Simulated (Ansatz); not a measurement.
Gd (Im-3m): couplings from the magnetic force theorem

Geometry: a structure as deposited in COD, repeated to hold the magnetic orders; nothing is relaxed.

Settings: PBE, 8×8×5 k mesh, Fermi–Dirac smearing of 0.05 eV. PAW means Ansatz 0.2.0 on its default frozen-core files. Site moments are integrated in spheres about the atoms.

The input and its command:

```yaml
crystal:
  lattice:
    - [-2.025, 2.025, 2.025]
    - [2.025, -2.025, 2.025]
    - [4.05, 4.05, 0.0]
  atoms:
    - { symbol: Gd, position: [0.0, 0.0, 0.0], spin: 7.2 }
    - { symbol: Gd, position: [0.5, 0.5, 0.5], spin: -7.2 }
magnetization:
  spin_polarized: true
kpoints:
  mp_grid: { grid: [8, 8, 5] }
scf:
  occupations: { method: fermi_dirac, width: 0.05 }
  lower_state_search: "off"
hamiltonian:
  xc: pbe
  pseudopotentials: { kind: paw }
output:
  eigenvalues: false
  eigenstates:
    nscf_kmesh: { grid: [8, 8, 5] }
    top_band: c43
    exchange_couplings: { magnetic: [{ species: Gd }] }
  write_density: true
  write_potential: true
  elf: true
  volumetric_format: npy
```

Command: `ansatz run input.yaml --threads 2 --pin off --max-ram 6144MiB --backend cpu --events-out ev --progress --plain --runs-dir out`

Site moments (μB): Gd1 7.23, Gd2 -7.23. Cell moment 0.00 μB.

Couplings come from the force theorem (directions of the magnetic atoms constrained, all else relaxed) on a 8×8×5 mesh, with E = −Σ J e_i·e_j over ordered pairs of unit vectors, so positive J favours parallel moments.

| pair | count | J PAW (meV) |
| --- | --- | --- |
| Gd1–Gd at 3.51 Å, set 1 | 4 | +2.78 |
| Gd1–Gd at 3.51 Å, set 2 | 4 | +0.34 |
| Gd1–Gd at 4.05 Å, set 1 | 2 | +2.18 |
| Gd1–Gd at 4.05 Å, set 2 | 4 | +3.79 |
| Gd1–Gd at 5.73 Å, set 1 | 2 | +1.25 |
| Gd1–Gd at 5.73 Å, set 2 | 2 | -0.45 |
| Gd1–Gd at 5.73 Å, set 3 | 8 | +0.53 |
| Gd1–Gd at 6.72 Å, set 1 | 4 | +0.62 |
| Gd1–Gd at 6.72 Å, set 2 | 8 | +0.10 |
| Gd1–Gd at 6.72 Å, set 3 | 4 | +0.19 |
| Gd1–Gd at 6.72 Å, set 4 | 8 | +0.85 |
| Gd1–Gd at 7.01 Å, set 1 | 4 | -0.22 |
| Gd1–Gd at 7.01 Å, set 2 | 4 | -0.76 |

Pairs at one distance with different couplings are listed as sets.

The program reports that this state isn't the lowest of its own couplings. The gain of the softest rotation is smaller than what its band sum leaves out of a whole turn, though, so more bands could change its sign.

The couplings come from one mesh, and their convergence in k wasn't tested.

Without U a semilocal functional puts the f levels too near the Fermi level, which can change moments and the order of magnetic states; site and cell moments are spin moments. The Ansatz runs typed with the search for lower states off end where their start leads. Spin–orbit coupling is left out although heavy atoms are present. With open f shells a run can end in a state that isn't the lowest. None of this fixes the real material's magnetic order: only patterns that fit the cell were computed, at zero temperature, with a functional that can overstate moments.
